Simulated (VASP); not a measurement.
# TaS2 (P-3m1) in VASP: a series of runs

One crystal, TaS2, is run at these levels: PBE; tasks: relaxation of cell and atoms.

Program: VASP 6.6.1. These are calculated values, not measurements. Logs are shortened: lines on timing, memory, paths and dates and some standing lists are left out, and cuts for length are marked.

## Step 1: Starting point

It takes space group P-3m1 (No. 164, trigonal). Conventional cell: a = 3.363 Å, b = 3.363 Å, c = 6.237 Å, α = 90.00°, β = 90.00°, γ = 120.00°. Ta (site symmetry -3m) is surrounded by 6 S at 2.48 Å. S (site symmetry 3m) has 3 Ta at 2.48 Å as nearest neighbours.

## Step 2: Relaxation of cell and atoms, PBE

File INCAR:

```
SYSTEM = TaS2
PREC = Accurate ; ENCUT = 300
EDIFF = 1E-7 ; ISMEAR = 1
SIGMA = 0.1 ; LREAL = .False.
LASPH = .True. ; NELM = 80
ALGO = Normal ; ISIF = 3
LWAVE = .False. ; LCHARG = .False.
GGA = PE ; IBRION = 2
NSW = 90 ; EDIFFG = -0.005
```

File KPOINTS:

```
Automatic mesh
0
Gamma
  8 8 3
  0 0 0
```

File POSCAR:

```
TaS2                                    
1.0
    3.3625590490     -0.0000000000      0.0000000000
   -1.6812795245      2.9120615582     -0.0000000000
    0.0000000000      0.0000000000      6.2371059294
  Ta              S             
     1     2
Direct
     0.0000000000000000    0.0000000000000000    0.0000000000000000
     0.3333333332999970    0.6666666667000030    0.2466799583749431
     0.6666666667000030    0.3333333332999970    0.7533200416250568
```

Potentials or basis: VASP PAW PBE potentials, release 64 (Ta, S).

On the command line:

```sh
$ cat potpaw_PBE.64/Ta/POTCAR potpaw_PBE.64/S/POTCAR > POTCAR
$ mpirun -np 1 vasp_std > vasp.out
```

OUTCAR:

```text
SYSTEM = TaS2
   PREC = Accurate
   ENCUT = 300
   EDIFF = 1E-7
   ISMEAR = 1
   LREAL = .False.
   LASPH = .True.
   NELM = 80
   ISIF = 3
   GGA = PE
   IBRION = 2
   NSW = 90
   EDIFFG = -0.005

 ion  position               nearest neighbor table
   1  0.000  0.000  0.000-   2 2.48   3 2.48   3 2.48   2 2.48   3 2.48   2 2.48
   2  0.333  0.667  0.247-   1 2.48   1 2.48   1 2.48
   3  0.667  0.333  0.753-   1 2.48   1 2.48   1 2.48

  LATTYP: Found a hexagonal cell.
 ALAT       =     3.3625590490
 C/A-ratio  =     1.8548688182

  Lattice vectors:

 A1 = (   3.3625590490,   0.0000000000,   0.0000000000)
 A2 = (  -1.6812795245,   2.9120615582,   0.0000000000)
 A3 = (   0.0000000000,   0.0000000000,   6.2371059294)

Analysis of symmetry for initial positions (statically):
=====================================================================
 Subroutine PRICEL returns:
 Original cell was already a primitive cell.

 Routine SETGRP: Setting up the symmetry group for a
 hexagonal supercell.

 Subroutine GETGRP returns: Found 12 space group operations
 (whereof 12 operations were pure point group operations)
 out of a pool of 24 trial point group operations.

The static configuration has the point symmetry D_3d.

Analysis of symmetry for dynamics (positions and initial velocities):
=====================================================================
 Subroutine PRICEL returns:
 Original cell was already a primitive cell.

 Routine SETGRP: Setting up the symmetry group for a
 hexagonal supercell.

 Subroutine GETGRP returns: Found 12 space group operations
 (whereof 12 operations were pure point group operations)
 out of a pool of 24 trial point group operations.

The dynamic configuration has the point symmetry D_3d.

 Subroutine INISYM returns: Found 12 space group operations
 (whereof 12 operations are pure point group operations),
 and found     1 'primitive' translations

----------------------------------------------------------------------------------------

                                     Primitive cell

  volume of cell :      61.0736

  direct lattice vectors                    reciprocal lattice vectors
     3.362559049  0.000000000  0.000000000     0.297392547  0.171699667  0.000000000
    -1.681279525  2.912061558  0.000000000     0.000000000  0.343399334  0.000000000
     0.000000000  0.000000000  6.237105929     0.000000000  0.000000000  0.160330771

  length of vectors
     3.362559049  3.362559049  6.237105929     0.343399334  0.343399334  0.160330771

  position of ions in fractional coordinates (direct lattice)
     0.000000000  0.000000000  0.000000000
     0.333333333  0.666666667  0.246679958
     0.666666667  0.333333333  0.753320042

  ion indices of the primitive-cell ions
   primitive index   ion index
                 1           1
                 2           2
                 3           3

----------------------------------------------------------------------------------------

 KPOINTS: Automatic mesh

Automatic generation of k-mesh.
 Grid dimensions read from file:
 generate k-points for:    8    8    3

 Generating k-lattice:

  Cartesian coordinates                     Fractional coordinates (reciprocal lattice)
     0.037174068  0.021462458  0.000000000     0.125000000  0.000000000  0.000000000
     0.000000000  0.042924917  0.000000000     0.000000000  0.125000000  0.000000000
     0.000000000  0.000000000  0.053443590     0.000000000  0.000000000  0.333333333

  Length of vectors
     0.042924917  0.042924917  0.053443590

  Shift w.r.t. Gamma in fractional coordinates (k-lattice)
     0.000000000  0.000000000  0.000000000

 Subroutine IBZKPT returns following result:
 ===========================================

 Found     25 irreducible k-points:

 Following reciprocal coordinates:
            Coordinates               Weight
[... 56 lines left out ...]
   EFERMI =   0.00;   METHOD = LEGACY
   ISMEAR =     1;   SIGMA  =   0.10  broadening in eV -4-tet -1-fermi 0-gaus
   EFERMI_NEDOS =   21; number of points for ismear=-14 and -15
   IALGO  =     38    algorithm
   IMIX   =      4    mixing-type and parameters
     AMIX     =   0.40;   BMIX     =  1.00
     AMIX_MAG =   1.60;   BMIX_MAG =  1.00
  volume/ion in A,a.u.               =      20.36       137.38
  Fermi-wavevector in a.u.,A,eV,Ry     =   1.068907  2.019941 15.545504  1.142562
  Thomas-Fermi vector in A             =   2.204570
   LORBIT       =      0    0 simple, 1 ext, 2 COOP (PROOUT), +10 PAW based schemes
   GGA     = PE    functional components
   LHFCALC =     F    Hartree Fock is set to
   AEXX    =    0.0000 exact exchange contribution
   IVDW    =     0    specifies the selected vdW correction
   LEPSILON=     F    determine dielectric tensor
   LRPA    =     F    only Hartree local field effects (RPA)
 conjugate gradient relaxation of ions
 non-spin polarized calculation
 Methfessel and Paxton  Order N= 1 SIGMA  =   0.10
  energy-cutoff  :      300.00
  volume of cell :       61.07
 maximum number of plane-waves:       732
 NGX is ok and might be reduce to    20
   NGX =  9   NGY =  9   NGZ = 17

--------------------------------------- Ionic step        1  -------------------------------------------

 number of electron      17.0000005 magnetization

 Free energy of the ion-electron system (eV)
  ---------------------------------------------------
  ext. energy  EPLUGINS =         0.00000000
  ---------------------------------------------------
  free energy    TOTEN  =       -23.16076382 eV

  energy without entropy =      -23.16011098  energy(sigma->0) =      -23.16054620

------------------------ aborting loop because EDIFF is reached ----------------------------------------

  FORCE on cell =-STRESS in cart. coord.  units (eV):
  Direction    XX          YY          ZZ          XY          YZ          ZX
  --------------------------------------------------------------------------------------
  -------------------------------------------------------------------------------------
  Total        0.0070833      0.0070833      0.1109724      0.0000000     -0.0000000      0.0000000
  in kB        0.1858211      0.1858211      2.9111985      0.0000000     -0.0000000      0.0000000
  external PRESSURE =       1.0942803 kB  Pullay stress =       0.0000000 kB
[... 92 lines left out ...]
  FREE ENERGIE OF THE ION-ELECTRON SYSTEM (eV)
  ---------------------------------------------------
  free  energy   TOTEN  =       -23.1608224519 eV

  energy  without entropy=      -23.1601698414  energy(sigma->0) =      -23.16060492

[... ionic steps 4 to 10 ...]

--------------------------------------- Ionic step       11  -------------------------------------------

 number of electron      17.0000006 magnetization

------------------------ aborting loop because EDIFF is reached ----------------------------------------
[... 32 lines left out ...]
--------------------------------------- Ionic step       12  -------------------------------------------

 number of electron      17.0000005 magnetization

 E-fermi :   4.8615     XC(G=0):  -9.9964

 val. band max:        4.8422856156   @ k =   0.3750   0.1250   0.0000
 cond. band min:       4.8984809076   @ k =   0.2500   0.1250   0.0000
 fundamental gap:      0.0561952920
 Fermi energy:         4.8614849846

 k-point     1 :       0.0000    0.0000    0.0000
  band No.  band energies     occupation
      1      -9.8612      2.00000
      2      -8.2542      2.00000
      3      -1.7190      2.00000
      4       1.0963      2.00000
      5       1.0963      2.00000
      6       3.1629      2.00000
      7       4.2086      2.00000
      8       4.2086      2.00000
      9       4.9442      0.00689
     10       5.0205     -0.04705
     11       5.0205     -0.04705
     12       8.7517      0.00000
[... 331 lines left out ...]
 k-point    24 :       0.2500    0.2500    0.3333
  band No.  band energies     occupation
      1      -8.0847      2.00000
      2      -7.9945      2.00000
      3      -0.8439      2.00000
      4      -0.3796      2.00000
      5       0.7717      2.00000
      6       0.9593      2.00000
      7       1.1980      2.00000
      8       2.0431      2.00000
      9       5.6170     -0.00000
     10       5.9076     -0.00000
     11       7.6325      0.00000
     12       8.4412      0.00000

 [... further k-points ...]
[... 5 lines left out ...]
  --------------------------------------------------------------------------------------
  -------------------------------------------------------------------------------------
  Total        0.0294265      0.0294265      0.0437291      0.0000000     -0.0000000      0.0000000
  in kB        0.7623673      0.7623673      1.1329113      0.0000000     -0.0000000      0.0000000
  external PRESSURE =       0.8858819 kB  Pullay stress =       0.0000000 kB
[... 24 lines left out ...]
--------------------------------------- Ionic step       13  -------------------------------------------

 number of electron      17.0000006 magnetization

 Free energy of the ion-electron system (eV)
  ---------------------------------------------------
  ext. energy  EPLUGINS =         0.00000000
  ---------------------------------------------------
  free energy    TOTEN  =       -23.16128065 eV

  energy without entropy =      -23.16099336  energy(sigma->0) =      -23.16118489

 E-fermi :   4.8702     XC(G=0): -10.0040

 val. band max:        4.8518423685   @ k =   0.3750   0.1250   0.0000
 cond. band min:       4.9070989743   @ k =   0.2500   0.1250   0.0000
 fundamental gap:      0.0552566058
 Fermi energy:         4.8701690777

 k-point     1 :       0.0000    0.0000    0.0000
  band No.  band energies     occupation
      1      -9.8494      2.00000
      2      -8.2424      2.00000
      3      -1.7126      2.00000
      4       1.1113      2.00000
      5       1.1113      2.00000
      6       3.1796      2.00000
      7       4.2196      2.00000
      8       4.2196      2.00000
      9       4.9493      0.02420
     10       5.0312     -0.04516
     11       5.0312     -0.04516
     12       8.7539      0.00000
[... 331 lines left out ...]
 k-point    24 :       0.2500    0.2500    0.3333
  band No.  band energies     occupation
      1      -8.0738      2.00000
      2      -7.9822      2.00000
      3      -0.8320      2.00000
      4      -0.3686      2.00000
      5       0.7840      2.00000
      6       0.9696      2.00000
      7       1.2100      2.00000
      8       2.0516      2.00000
      9       5.6239     -0.00000
     10       5.9151     -0.00000
     11       7.6422      0.00000
     12       8.4484      0.00000

 [... further k-points ...]
[... 5 lines left out ...]
  --------------------------------------------------------------------------------------
  -------------------------------------------------------------------------------------
  Total       -0.0023468     -0.0023468     -0.0053923      0.0000000     -0.0000000      0.0000000
  in kB       -0.0608535     -0.0608535     -0.1398249      0.0000000     -0.0000000      0.0000000
  external PRESSURE =      -0.0871773 kB  Pullay stress =       0.0000000 kB
[... 18 lines left out ...]
  FREE ENERGIE OF THE ION-ELECTRON SYSTEM (eV)
  ---------------------------------------------------
  free  energy   TOTEN  =       -23.1612806534 eV

  energy  without entropy=      -23.1609933576  energy(sigma->0) =      -23.16118489

 reached required accuracy - stopping structural energy minimisation
```

Wall time 58 s (1 thread of Intel Xeon Platinum 8375C at 2.90GHz (Ice Lake), shared host); peak memory 0.14 GiB.

Results:

* Free energy: -23.1613 eV
* Relaxed volume: 20.60 Å³/atom
* Relaxed cell: a = 3.362 Å, b = 3.362 Å, c = 6.311 Å, α = 90.00°, β = 90.00°, γ = 120.00°
* Space group after relaxing (to 0.05 Å): P-3m1 (No. 164)
* Energy gained by relaxing: 0.2 meV/atom
* Ionic steps: 13
* Pressure after relaxing: 0.0 GPa
* Band gap on the k mesh: none (metal or under the smearing width)

The path:
```csv
step,energy change (eV),largest force (eV/Å),pressure (GPa),volume (Å³)
1,0.0000,0.0053,0.11,61.07
2,0.0000,0.0434,-0.17,61.20
3,-0.0001,0.0234,-0.06,61.15
4,-0.0001,0.0210,0.02,61.14
5,-0.0001,0.0191,0.08,61.14
6,-0.0002,0.0219,0.04,61.22
7,-0.0004,0.0289,-0.08,61.46
8,-0.0004,0.0422,-0.30,61.93
9,-0.0004,0.0349,-0.19,61.68
10,-0.0005,0.0298,-0.16,61.70
11,-0.0005,0.0140,-0.08,61.75
12,-0.0005,0.0175,0.09,61.84
13,-0.0005,0.0005,-0.01,61.79
```

Final structure:
```cif
data_structure
_symmetry_space_group_name_H-M 'P 1'
_symmetry_Int_Tables_number 1
_cell_length_a 3.3623
_cell_length_b 3.3623
_cell_length_c 6.3111
_cell_angle_alpha 90.000
_cell_angle_beta 90.000
_cell_angle_gamma 120.000
_cell_volume 61.79
loop_
_atom_site_label
_atom_site_type_symbol
_atom_site_fract_x
_atom_site_fract_y
_atom_site_fract_z
_atom_site_occupancy
Ta1 Ta 0.00000 0.00000 0.00000 1
S1 S 0.33333 0.66667 0.24395 1
S2 S 0.66667 0.33333 0.75605 1
```

Caveat: the cutoff is under 1.25 times the usual one of these potentials, so pressure, stress and relaxed cells hold a basis-set (Pulay) error; this functional lacks dispersion, which binds the layers, so the pressure and a relaxed spacing across them are unreliable.

## Step 3: Relaxation of cell and atoms, PBE

This run uses another cell than the first one, of 18.98 Å³/atom, 0.933 times its volume.

File INCAR:

```
PREC = Accurate
ENCUT = 600
EDIFF = 1E-6
ISMEAR = 1
SIGMA = 0.1
LREAL = F
LASPH = T
NELM = 80
ALGO = Normal
ISIF = 3
LWAVE = F
LCHARG = F
GGA = PE
IBRION = 2
NSW = 90
EDIFFG = -0.01
```

File KPOINTS:

```
Automatic mesh
0
Gamma
  15 15 6
```

File POSCAR:

```
TaS2
1.0
    3.3500000000      0.0000000000      0.0000000000
   -1.6750000000      2.9011851027      0.0000000000
    0.0000000000      0.0000000000      5.8600000000
Ta S
1 2
Direct
    0.0000000000      0.0000000000      0.0000000000
    0.3333333333      0.6666666667      0.2500000000
    0.6666666667      0.3333333333      0.7500000000
```

Potentials or basis: VASP PAW PBE potentials, release 64 (Ta_pv, S).

On the command line:

```sh
$ cat potpaw_PBE.64/Ta_pv/POTCAR potpaw_PBE.64/S/POTCAR > POTCAR
$ mpirun -np 1 vasp_std > vasp.out
```

It took 20 min on 1 thread of AMD EPYC 9R45 (Zen 5), shared host; peak memory 0.3 GiB.

Results (log left out):

| Item | Value |
| --- | --- |
| Free energy | -23.1621 eV |
| Relaxed volume | 21.96 Å³/atom |
| Relaxed cell | a = 3.377 Å, b = 3.377 Å, c = 6.668 Å, α = 90.00°, β = 90.00°, γ = 120.00° |
| Space group after relaxing (to 0.05 Å) | P-3m1 (No. 164) |
| Energy gained by relaxing | 48.0 meV/atom |
| Ionic steps | 34 |
| Pressure after relaxing | 0.0 GPa |
| Band gap on the k mesh | none (metal or under the smearing width) |

Forces in eV/Å, atoms in the order of the input:
```
Ta   0.000  0.000  0.000
S    0.000  0.000 -0.002
S    0.000  0.000  0.002
```

Stress tensor (GPa, compression positive):
```
-0.07  0.00  0.00
 0.00 -0.07  0.00
 0.00  0.00  0.07
```

Step by step:
```
step  energy change (eV)  largest force (eV/Å)  pressure (GPa)  volume (Å³)
   1              0.0000                1.2457            9.14        56.95
   2              0.2432                1.9097          -12.48        66.34
   3             -0.1149                0.0902           -0.58        60.12
   4             -0.1152                0.0447           -0.26        59.99
   5             -0.1151                0.0220           -0.12        59.93
   6             -0.1216                0.0826            0.12        59.83
   7             -0.1234                0.1406            0.34        59.73
   8             -0.1260                0.1461            0.18        60.08
   9             -0.1320                0.1609           -0.25        61.11
  10             -0.1383                0.1803           -0.92        63.19
  11             -0.1400                0.1118           -0.49        63.21
  12             -0.1413                0.0022            0.21        63.25
  13             -0.1413                0.0178            0.30        63.25
  14             -0.1415                0.0225            0.33        63.36
  15             -0.1420                0.0334            0.35        63.67
  16             -0.1428                0.0602            0.44        64.29
  17             -0.1432                0.0471           -0.26        64.84
  18             -0.1433                0.0192           -0.09        64.70
  19             -0.1433                0.0172           -0.09        64.69
  20             -0.1431                0.0215            0.18        64.49
  21             -0.1433                0.0160           -0.06        64.68
  22             -0.1433                0.0031            0.04        64.64
  23             -0.1433                0.0008            0.06        64.63
  24             -0.1433                0.0060            0.06        64.64
  25             -0.1433                0.0195            0.04        64.69
  26             -0.1434                0.0210            0.03        64.72
  27             -0.1434                0.0245           -0.01        64.82
  28             -0.1435                0.0333           -0.10        65.03
  29             -0.1436                0.0488           -0.26        65.44
  30             -0.1436                0.0472           -0.24        65.45
  31             -0.1436                0.0443           -0.24        65.48
  32             -0.1437                0.0382           -0.21        65.54
  33             -0.1438                0.0259           -0.15        65.65
  34             -0.1439                0.0023           -0.02        65.87
```

Final structure:
```yaml
crystal:
  lattice:
    - [3.37737, 0.00000, 0.00000]
    - [-1.68869, 2.92489, 0.00000]
    - [0.00000, 0.00000, 6.66849]
  atoms:
    - { symbol: Ta, position: [0.00000, 0.00000, 0.00000] }
    - { symbol: S, position: [0.33333, 0.66667, 0.23013] }
    - { symbol: S, position: [0.66667, 0.33333, 0.76987] }
```

Levels at points of the mesh, in eV from the Fermi level:
| k point | band 8 | band 9 | band 10 | band 11 | band 12 | band 13 | band 14 | band 15 |
| --- | --- | --- | --- | --- | --- | --- | --- | --- |
| (0.00, 0.00, 0.00) | -3.82 | -2.01 | -0.75 | -0.75 | 0.12 | 0.12 | 0.14 | 3.90 |
| (0.00, 0.00, 0.50) | -3.81 | -3.11 | -0.78 | -0.78 | 0.12 | 0.12 | 0.76 | 4.00 |

Caveat: the volume moved by over 15 % at a fixed basis, so the end points are rough; this functional lacks dispersion, which binds the layers, so the pressure and a relaxed spacing across them are unreliable, and here the layers came unbound; the volume moved by +16 % from the deposited cell, more than functionals usually miss.
